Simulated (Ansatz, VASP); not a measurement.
## Si18H4Cl2O (HO:Si(111) with 6 of its OH changed to Cl): VASP beside Ansatz

Aim: how closely do two programs agree when they are given the same cell, functional and k mesh? The cell is taken from a series of runs on this material, whose earlier steps may have relaxed, scaled, displaced or heated it; both programs get it as it stands.

Calculated with Ansatz 0.2.0; plane waves, with VASP 6.6.1 beside it; single point at PBE with D3(BJ).

**1. The starting structure**

The cell holds 75 atoms: 54 Si, 12 H, 3 O and 6 Cl. Its edges and angles: a = 11.604 Å, b = 11.604 Å, c = 26.701 Å, α = 90.0°, β = 90.0°, γ = 120.0°. It derives from Si (HO:Si(111)). As first built, before any earlier steps moved the atoms (in the runner's words): diamond Si(111), 3 x 3 cells, three bilayers, OH on the upper face and H on the lower (lattice constants typed as starting values near PBE's), lower atoms held; 6 top OH groups nearest the cell's middle replaced by Cl, eased by MACE. Vacuum lies along c.

**2. Ansatz: single point, PBE with D3(BJ), pair 1**

Ansatz runs on its default PAW (the set named soft_2) files.

With cell and atoms fixed, the geometry can't cause a difference; cores, projectors, grids and the points listed under the comparison can.

Contents of input.yaml:

```yaml
crystal:
  lattice:
    - [11.60362, 0.0, 0.0]
    - [-5.80181, 10.04903, 0.0]
    - [0.0, 0.0, 26.70113]
  atoms:
    - { symbol: Si, position: [0.0, 0.0, 0.09288] }
    - { symbol: Si, position: [0.22222, 0.11111, 0.12245] }
    - { symbol: Si, position: [0.22222, 0.11069, 0.20954] }
    - { symbol: Si, position: [0.11129, 0.22203, 0.23744] }
    - { symbol: Si, position: [0.11007, 0.22099, 0.32502] }
    - { symbol: Si, position: [0.00039, 0.99908, 0.35424] }
    - { symbol: Si, position: [1.0, 0.33333, 0.09288] }
    - { symbol: Si, position: [0.22222, 0.44444, 0.12245] }
    - { symbol: Si, position: [0.22234, 0.44474, 0.20996] }
    - { symbol: Si, position: [0.1111, 0.55568, 0.23868] }
    - { symbol: Si, position: [0.11036, 0.55646, 0.32684] }
    - { symbol: Si, position: [0.00021, 0.33278, 0.35295] }
    - { symbol: Si, position: [1.0, 0.66667, 0.09288] }
    - { symbol: Si, position: [0.22222, 0.77778, 0.12245] }
    - { symbol: Si, position: [0.22227, 0.77771, 0.20995] }
    - { symbol: Si, position: [0.11114, 0.88885, 0.23792] }
    - { symbol: Si, position: [0.11111, 0.88869, 0.32558] }
    - { symbol: Si, position: [0.99907, 0.66717, 0.3552] }
    - { symbol: Si, position: [0.33333, 0.0, 0.09288] }
    - { symbol: Si, position: [0.55556, 0.11111, 0.12245] }
    - { symbol: Si, position: [0.55564, 0.11064, 0.20969] }
    - { symbol: Si, position: [0.44466, 0.22212, 0.23721] }
    - { symbol: Si, position: [0.44407, 0.22097, 0.32464] }
    - { symbol: Si, position: [0.33261, 0.00068, 0.35515] }
    - { symbol: Si, position: [0.33333, 0.33333, 0.09288] }
    - { symbol: Si, position: [0.55556, 0.44444, 0.12245] }
    - { symbol: Si, position: [0.55551, 0.44445, 0.20958] }
    - { symbol: Si, position: [0.44462, 0.55531, 0.23855] }
    - { symbol: Si, position: [0.44427, 0.55546, 0.32682] }
    - { symbol: Si, position: [0.33267, 0.33131, 0.35244] }
    - { symbol: Si, position: [0.33333, 0.66667, 0.09288] }
    - { symbol: Si, position: [0.55556, 0.77778, 0.12245] }
    - { symbol: Si, position: [0.55517, 0.77758, 0.20995] }
    - { symbol: Si, position: [0.44431, 0.88891, 0.23868] }
    - { symbol: Si, position: [0.44346, 0.88946, 0.32687] }
    - { symbol: Si, position: [0.33307, 0.66675, 0.35422] }
    - { symbol: Si, position: [0.66667, 0.0, 0.09288] }
    - { symbol: Si, position: [0.88889, 0.11111, 0.12245] }
    - { symbol: Si, position: [0.88903, 0.11098, 0.20955] }
    - { symbol: Si, position: [0.77796, 0.22197, 0.23761] }
    - { symbol: Si, position: [0.77768, 0.22231, 0.32528] }
    - { symbol: Si, position: [0.66725, 0.9997, 0.35286] }
    - { symbol: Si, position: [0.66667, 0.33333, 0.09288] }
    - { symbol: Si, position: [0.88889, 0.44444, 0.12245] }
    - { symbol: Si, position: [0.88936, 0.44431, 0.20969] }
    - { symbol: Si, position: [0.77784, 0.55524, 0.23721] }
    - { symbol: Si, position: [0.77883, 0.55573, 0.32466] }
    - { symbol: Si, position: [0.66619, 0.33358, 0.35247] }
    - { symbol: Si, position: [0.66667, 0.66667, 0.09288] }
    - { symbol: Si, position: [0.88889, 0.77778, 0.12245] }
    - { symbol: Si, position: [0.88931, 0.77768, 0.20954] }
    - { symbol: Si, position: [0.77793, 0.88863, 0.23733] }
    - { symbol: Si, position: [0.77873, 0.88959, 0.32488] }
    - { symbol: Si, position: [0.66842, 0.66706, 0.35242] }
    - { symbol: H, position: [0.0, 0.0, 0.03745] }
    - { symbol: O, position: [0.00693, 0.99075, 0.41673] }
    - { symbol: H, position: [0.96262, 0.02949, 0.43537] }
    - { symbol: H, position: [1.0, 0.33333, 0.03745] }
    - { symbol: Cl, position: [0.00031, 0.32404, 0.43107] }
    - { symbol: H, position: [1.0, 0.66667, 0.03745] }
    - { symbol: O, position: [0.99983, 0.66031, 0.41748] }
    - { symbol: H, position: [0.94424, 0.68841, 0.43474] }
    - { symbol: H, position: [0.33333, 0.0, 0.03745] }
    - { symbol: O, position: [0.33901, 0.9995, 0.41743] }
    - { symbol: H, position: [0.30979, 0.05418, 0.4347] }
    - { symbol: H, position: [0.33333, 0.33333, 0.03745] }
    - { symbol: Cl, position: [0.33015, 0.31866, 0.4308] }
    - { symbol: H, position: [0.33333, 0.66667, 0.03745] }
    - { symbol: Cl, position: [0.33434, 0.66562, 0.43202] }
    - { symbol: H, position: [0.66667, 0.0, 0.03745] }
    - { symbol: Cl, position: [0.67633, 0.99939, 0.43101] }
    - { symbol: H, position: [0.66667, 0.33333, 0.03745] }
    - { symbol: Cl, position: [0.66728, 0.3324, 0.43049] }
    - { symbol: H, position: [0.66667, 0.66667, 0.03745] }
    - { symbol: Cl, position: [0.68116, 0.66984, 0.43081] }
kpoints:
  mp_grid: { grid: [2, 2, 1] }
hamiltonian:
  xc: pbe
  dispersion: d3bj
scf:
  occupations: { method: fermi_dirac, width: 0.025 }
output:
  forces: true
```

On the command line:

```sh
$ ansatz run input.yaml --threads 5 --pin off --max-ram 81920MiB --backend cuda --events-out ev --progress --plain --runs-dir out
```

Numbers of over 12 decimals in the logs are rounded to 6 here.

The program printed:

```text
Engine: ansatz 0.2.0, x86_64-unknown-linux-gnu
Pseudopotentials: kind: paw
Pseudopotential: Si, paw, valence charge 4, recommended cutoff 420 eV (normal), Si.paw.azcp
Pseudopotential: H, paw, valence charge 1, recommended cutoff 420 eV (normal), H.paw.azcp
Pseudopotential: O, paw, valence charge 6, recommended cutoff 420 eV (normal), O.paw.azcp
Pseudopotential: Cl, paw, valence charge 7, recommended cutoff 420 eV (normal), Cl.paw.azcp
Functional definition: PBE
  parameter kappa = 0.804
  parameter beta = 0.066725
  exchange = pbe_x(kappa = kappa, mu = beta*pi^2/3)
  correlation = pbe_c(beta = beta)
device memory: the entry about to start is reckoned to put 19.2 GiB on a device that reports 19.3 GiB free
GPU FFT provider: cuFFT
GPU libraries: cuBLAS 13.8.2, cuFFT 12.4.0, cuSOLVER 12.3.4
Crystal: 75 atoms, lattice volume = 3113.489 Å³
Basis set: ecut = 420 eV, 60827 PW (Γ), exchange–correlation on 160×160×360 points (8 copies of the dense FFT grid, shifted against one another)
Bands: 219, of which v1, the nominal top of the filled ones, is band 144 counted from 1 (143 counted from 0)
Symmetry: 1 space group operations
Space group: P1 (ITA 1), of the structure as read, at distance tolerance 1.5e-4 Å
k-points: 4
Non-local potential: Si, projectors of the file, l = 0: 2, l = 1: 2, l = 2: 2
Non-local potential: H, projectors of the file, l = 0: 2, l = 1: 1
Non-local potential: O, projectors of the file, l = 0: 2, l = 1: 2, l = 2: 1
Non-local potential: Cl, projectors of the file, l = 0: 2, l = 1: 2, l = 2: 2
PAW form: soft (Blöchl's): semilocal exchange-correlation on the pseudo side does not see the compensation charge
PAW one-centre angular grid: Si, 110 points (default); XC on 64 Gauss nodes
PAW one-centre angular grid: H, 110 points (default); XC on 64 Gauss nodes
PAW one-centre angular grid: O, 110 points (default); XC on 64 Gauss nodes
PAW one-centre angular grid: Cl, 110 points (default); XC on 64 Gauss nodes
Initial density: superposition of atomic densities (neutral atoms: chi_scale 0, normalization atom), corrected by the library's trained network
Initial wavefunctions: pseudopotential atomic-orbital guess
GPU buffer pool allocated for 1152000 grid points (all kernels)
GPU transforms: local potential and band sums: pruned to the plane-wave sphere, on 80×80×180
Functional: x = pbe(κ = 0.804, μ = 0.219515), c = pbe(β = 0.066725)
SCF iter   1: F=—  HF=-42727.410198 eV  |F-HF|=—  |Δ(HF+E_count)|=         —  Δρ=1.71e-3  dr2=8.43e-1  ethr=1.77e-3  ⟨swp⟩=7.2  Hψ=4054  notcnv=0  defer=207
preconditioner: auto → Resta (q_TF=auto, 1.835 Å⁻¹)  ε∞=2.6  [insulator: Δε(μ)=0.997 eV  Ē_g=8.726 eV  σ=0.025 eV  W_gap=1.00  n_scr=332 (ndim 8)  ℏωp=11.2 eV  f_vac=0.523  D(μ)=0.00/eV (n_scr^D=0)  ε∞_Penn≈2.6  vacuum switching on, ρ_ref=5.5e-3 e/Å³]
SCF iter   2: F=—  HF=-42727.300522 eV  |F-HF|=—  |Δ(HF+E_count)|=   1.10e-1  Δρ=1.09e-3  dr2=9.65e-2  ethr=2.93e-4  ⟨swp⟩=3.8  Hψ=1125  notcnv=0  defer=257
SCF iter   3: F=—  HF=-42727.288776 eV  |F-HF|=—  |Δ(HF+E_count)|=   1.17e-2  Δρ=4.04e-4  dr2=5.42e-3  ethr=3.35e-5  ⟨swp⟩=3.0  Hψ=1159  notcnv=0  defer=41
automatic band count: iteration 3 solves 165 bands in place of 219: the levels show a gap, and the empty bands left out lie too high to hold charge; the band table lists the bands solved (type scf.n_extra_bands for more)
SCF iter   4: F=—  HF=-42727.293262 eV  |F-HF|=—  |Δ(HF+E_count)|=   4.49e-3  Δρ=2.25e-4  dr2=1.59e-3  ethr=1.88e-6  ⟨swp⟩=2.0  Hψ=1195  notcnv=0  defer=41
SCF iter   5: F=—  HF=-42727.293225 eV  |F-HF|=—  |Δ(HF+E_count)|=   3.72e-5  Δρ=5.83e-5  dr2=1.53e-4  ethr=5.51e-7  ⟨swp⟩=2.0  Hψ=1195  notcnv=0  defer=41
SCF iter   6: F=—  HF=-42727.293950 eV  |F-HF|=—  |Δ(HF+E_count)|=   7.25e-4  Δρ=2.05e-5  dr2=2.23e-5  ethr=5.31e-8  ⟨swp⟩=2.0  Hψ=1195  notcnv=0  defer=41
SCF iter   7: F=—  HF=-42727.292800 eV  |F-HF|=—  |Δ(HF+E_count)|=   1.15e-3  Δρ=9.37e-6  dr2=1.65e-5  ethr=7.73e-9  ⟨swp⟩=3.0  Hψ=1277  notcnv=0  defer=41
SCF iter   8: F=—  HF=-42727.292799 eV  |F-HF|=—  |Δ(HF+E_count)|=   5.74e-7  Δρ=3.56e-6  dr2=4.94e-7  ethr=5.72e-9  ⟨swp⟩=2.0  Hψ=811  notcnv=0  defer=41
SCF iter   9: F=-42727.292800 eV  HF=-42727.292800 eV  |F-HF|=9.16e-9  |Δ(HF+E_count)|=   2.45e-7  Δρ=1.17e-6  dr2=5.81e-8  ethr=3.47e-11  ⟨swp⟩=6.0  Hψ=2951  notcnv=0
SCF 1 converged in 9 iterations: F = -42727.292800 eV  dr2 = 5.81e-8
  greatest PAW one-centre occupation: 0.910 electrons in one spin orbital (limit 2), on the Cl atom at site 68 (counted from 0), in its partial waves of l = 0
SCF converged after 9 iterations
Free energy (F): -42727.292800 eV
Harris-Foulkes:  -42727.292800 eV  (|F-HF|=9.16e-9)
Internal energy: -42727.292800 eV  (E = F + TS)
E sigma→0 (E₀):  -42727.292800 eV
Fermi energy:    -0.209955 eV
--- Per-component energies (eV) ---
  E_band       = -1797.493972
  E_kinetic    = 3837.852364
  E_local      = -96251.274755  (includes V_loc(G=0)·N_el)
  E_nonlocal   = 1734.699315
  E_hartree    = 46390.987639
  E_xc         = -3945.307928
  E_vxc        = -3667.953721  (∫ρ·V_xc dr)
  E_paw        = -32129.370712  (= ΣΔE_a)
  E_vpaw       = -232.793917  (= ΣTr[D̂ρ^β])
  E_aug_tail   = -0.006480  (compensation charges beyond the density's cutoff)
  E_ewald      = 37650.594564
  E_disp       = -15.466808  (pairwise vdW)
  E_smearing   = -0.000000  (= −TS)
  E_closure    = 0.000000  (closes the sum)
  Σ components = -42727.292800   (vs F -42727.292800, Δ=0.00e0)
--- Forces (eV/Å), atoms counted from 1 ---
  atom   1  Si     0.00304874    -0.00160269     0.64400530
  atom   2  Si    -0.00323411    -0.00746490    -0.46295049
  atom   3  Si    -0.00224237     0.00242362    -0.01014619
  atom   4  Si     0.00026102    -0.00315380     0.04968481
  atom   5  Si     0.00983190    -0.01599600     0.00565346
  atom   6  Si     0.02585533    -0.02275852     0.14436296
  atom   7  Si    -0.01082268    -0.00318864     0.65123791
  atom   8  Si    -0.00037011     0.02934297    -0.36935724
  atom   9  Si     0.00009801     0.00991875    -0.01559836
  atom  10  Si    -0.00568783    -0.00050313     0.05672492
  atom  11  Si    -0.00166435    -0.00095251    -0.02874223
  atom  12  Si     0.01395303    -0.00185990     0.09090177
  atom  13  Si    -0.00848672     0.00078754     0.65391581
  atom  14  Si     0.01515725    -0.00906714    -0.36774256
  atom  15  Si     0.00713715    -0.00292860    -0.02302437
  atom  16  Si    -0.00558948     0.00120061     0.06327965
  atom  17  Si     0.01510992    -0.00898853    -0.00418754
  atom  18  Si     0.00215380    -0.00594641     0.15504207
  atom  19  Si    -0.00398074     0.00653804     0.65489761
  atom  20  Si     0.01302481    -0.02765414    -0.43084934
  atom  21  Si    -0.00362135    -0.01124536    -0.01672762
  atom  22  Si     0.00193168    -0.00352466     0.04750763
  atom  23  Si     0.01507127    -0.00941741    -0.00153589
  atom  24  Si     0.00688736    -0.00241922     0.15291876
[...]
atom  68  H     -0.00146939     0.00001240    -0.37724482
  atom  69  Cl    -0.01033822     0.00527348     0.01779365
  atom  70  H      0.00284339    -0.00727599    -0.37609625
  atom  71  Cl    -0.00598160    -0.00130536     0.01559086
  atom  72  H      0.00024112    -0.00018743    -0.37377372
  atom  73  Cl    -0.00846343     0.00501728     0.00726625
  atom  74  H     -0.00487826     0.00498101    -0.37556993
  atom  75  Cl    -0.00362239    -0.00046919     0.00636977
  max |Σ_I F_I| component: 1.52e-4 eV/Å
```

The column dr2 measures how far the density is from self-consistency, as an energy; F and HF (Harris–Foulkes) agree once it is small.

**3. VASP: single point, PBE with D3(BJ), pair 1**

The same cell, functional, mesh and smearing now go to VASP, with its own data sets.

Lines of VASP's logs that name or quote its potential files are left out, and so is its time.

Contents of INCAR:

```
SYSTEM = Si18H4Cl2O
PREC = Accurate
ENCUT = 520
EDIFF = 1E-06
NELM = 120
ISMEAR = -1
SIGMA = 0.025
LREAL = Auto
ALGO = Normal
GGA = PE
IVDW = 12
NBANDS = 200
LORBIT = 11
LWAVE = .FALSE.
LCHARG = .FALSE.
ISIF = 2
LASPH = .TRUE.
GGA_COMPAT = .FALSE.
EFERMI = MIDGAP
KPAR = 4
```

Contents of POSCAR:

```
Si18H4Cl2O
1.0
   11.6036200000      0.0000000000      0.0000000000
   -5.8018100000     10.0490300000      0.0000000000
    0.0000000000      0.0000000000     26.7011300000
Si H O Cl
54 12 3 6
Direct
    0.0000000000      0.0000000000      0.0928800000
    0.2222200000      0.1111100000      0.1224500000
    0.2222200000      0.1106900000      0.2095400000
    0.1112900000      0.2220300000      0.2374400000
    0.1100700000      0.2209900000      0.3250200000
    0.0003900000      0.9990800000      0.3542400000
    0.0000000000      0.3333300000      0.0928800000
    0.2222200000      0.4444400000      0.1224500000
    0.2223400000      0.4447400000      0.2099600000
    0.1111000000      0.5556800000      0.2386800000
    0.1103600000      0.5564600000      0.3268400000
    0.0002100000      0.3327800000      0.3529500000
    0.0000000000      0.6666700000      0.0928800000
    0.2222200000      0.7777800000      0.1224500000
    0.2222700000      0.7777100000      0.2099500000
    0.1111400000      0.8888500000      0.2379200000
    0.1111100000      0.8886900000      0.3255800000
    0.9990700000      0.6671700000      0.3552000000
    0.3333300000      0.0000000000      0.0928800000
    0.5555600000      0.1111100000      0.1224500000
    0.5556400000      0.1106400000      0.2096900000
    0.4446600000      0.2221200000      0.2372100000
    0.4440700000      0.2209700000      0.3246400000
    0.3326100000      0.0006800000      0.3551500000
    0.3333300000      0.3333300000      0.0928800000
    0.5555600000      0.4444400000      0.1224500000
    0.5555100000      0.4444500000      0.2095800000
    0.4446200000      0.5553100000      0.2385500000
    0.4442700000      0.5554600000      0.3268200000
    0.3326700000      0.3313100000      0.3524400000
    0.3333300000      0.6666700000      0.0928800000
    0.5555600000      0.7777800000      0.1224500000
    0.5551700000      0.7775800000      0.2099500000
    0.4443100000      0.8889100000      0.2386800000
    0.4434600000      0.8894600000      0.3268700000
    0.3330700000      0.6667500000      0.3542200000
    0.6666700000      0.0000000000      0.0928800000
    0.8888900000      0.1111100000      0.1224500000
    0.8890300000      0.1109800000      0.2095500000
    0.7779600000      0.2219700000      0.2376100000
    0.7776800000      0.2223100000      0.3252800000
    0.6672500000      0.9997000000      0.3528600000
    0.6666700000      0.3333300000      0.0928800000
    0.8888900000      0.4444400000      0.1224500000
    0.8893600000      0.4443100000      0.2096900000
    0.7778400000      0.5552400000      0.2372100000
    0.7788300000      0.5557300000      0.3246600000
    0.6661900000      0.3335800000      0.3524700000
    0.6666700000      0.6666700000      0.0928800000
    0.8888900000      0.7777800000      0.1224500000
    0.8893100000      0.7776800000      0.2095400000
    0.7779300000      0.8886300000      0.2373300000
    0.7787300000      0.8895900000      0.3248800000
    0.6684200000      0.6670600000      0.3524200000
    0.0000000000      0.0000000000      0.0374500000
    0.9626200000      0.0294900000      0.4353700000
    0.0000000000      0.3333300000      0.0374500000
    0.0000000000      0.6666700000      0.0374500000
    0.9442400000      0.6884100000      0.4347400000
    0.3333300000      0.0000000000      0.0374500000
    0.3097900000      0.0541800000      0.4347000000
    0.3333300000      0.3333300000      0.0374500000
    0.3333300000      0.6666700000      0.0374500000
    0.6666700000      0.0000000000      0.0374500000
    0.6666700000      0.3333300000      0.0374500000
    0.6666700000      0.6666700000      0.0374500000
    0.0069300000      0.9907500000      0.4167300000
    0.9998300000      0.6603100000      0.4174800000
    0.3390100000      0.9995000000      0.4174300000
    0.0003100000      0.3240400000      0.4310700000
    0.3301500000      0.3186600000      0.4308000000
    0.3343400000      0.6656200000      0.4320200000
    0.6763300000      0.9993900000      0.4310100000
    0.6672800000      0.3324000000      0.4304900000
    0.6811600000      0.6698400000      0.4308100000
```

Contents of KPOINTS:

```
Automatic mesh
0
Gamma
2 2 1
0 0 0
```

The projector-augmented-wave data sets are Si, H, O and Cl (PBE family, release 64).

On the command line:

```sh
$ mpirun -np 8 vasp_std
```

The program printed:

```text
[banner, memory and clock lines left out]
running    8 mpi-ranks, on    1 nodes
[...]
|                                                                             |
|           W    W    AA    RRRRR   N    N  II  N    N   GGGG   !!!           |
|           W    W   A  A   R    R  NN   N  II  NN   N  G    G  !!!           |
|           W    W  A    A  R    R  N N  N  II  N N  N  G       !!!           |
|           W WW W  AAAAAA  RRRRR   N  N N  II  N  N N  G  GGG   !            |
|           WW  WW  A    A  R   R   N   NN  II  N   NN  G    G                |
|           W    W  A    A  R    R  N    N  II  N    N   GGGG   !!!           |
|                                                                             |
|     For optimal performance we recommend to set                             |
|       NCORE = 2 up to number-of-cores-per-socket                            |
|     NCORE specifies how many cores store one orbital (NPAR=cpu/NCORE).      |
|     This setting can greatly improve the performance of VASP for DFT.       |
|     The default, NCORE=1 might be grossly inefficient on modern             |
|     multi-core architectures or massively parallel machines. Do your        |
|     Unfortunately you need to use the default for GW and RPA                |
|     calculations (for HF NCORE is supported but not extensively tested      |
|     yet).                                                                   |
|                                                                             |

 LDA part: xc-table for (Slater+PW92), standard interpolation
 POSCAR, INCAR and KPOINTS ok, starting setup
[...]
entering main loop
       N       E                     dE             d eps       ncg     rms          rms(c)
DAV:   1     0.167756935062E+04    0.16776E+04   -0.97314E+04  1600   0.108E+03
DAV:   2    -0.118408193952E+03   -0.17960E+04   -0.17183E+04  2232   0.208E+02
DAV:   3    -0.375681672211E+03   -0.25727E+03   -0.25354E+03  1952   0.756E+01
DAV:   4    -0.388043231428E+03   -0.12362E+02   -0.12284E+02  2064   0.188E+01
[...]
DAV:  28    -0.375267391282E+03   -0.15317E-04   -0.22975E-07  1248   0.180E-03    0.567E-03
DAV:  29    -0.375267445609E+03   -0.54327E-04   -0.65909E-06  1824   0.577E-03    0.251E-03
DAV:  30    -0.375267445440E+03    0.16863E-06   -0.80809E-07  1296   0.239E-03
   1 F= -.39073259E+03 E0= -.39073259E+03  d E =-.633645E-08
```

OUTCAR, selected parts (step 3):

```text
  FREE ENERGIE OF THE ION-ELECTRON SYSTEM (eV)
  ---------------------------------------------------
  free  energy   TOTEN  =      -390.7325930726 eV

  energy  without entropy=     -390.7325930662  energy(sigma->0) =     -390.73259307

[... 1 further part left out ...]
```

(Part 1 of 2 ends here.)

[Lines on the potential files, build, host, timing and source positions are cut from VASP's logs without a mark.]

[Logs are printed without paths, hosts, clocks, repeated set-up lines and the standing remarks that a program may print on its own settings, such as how far it seeks lower states.]

[Hosts, paths, dates, database ids (printed as entryN), source tags and the programs' standing remarks are cut or masked in the printed files.]
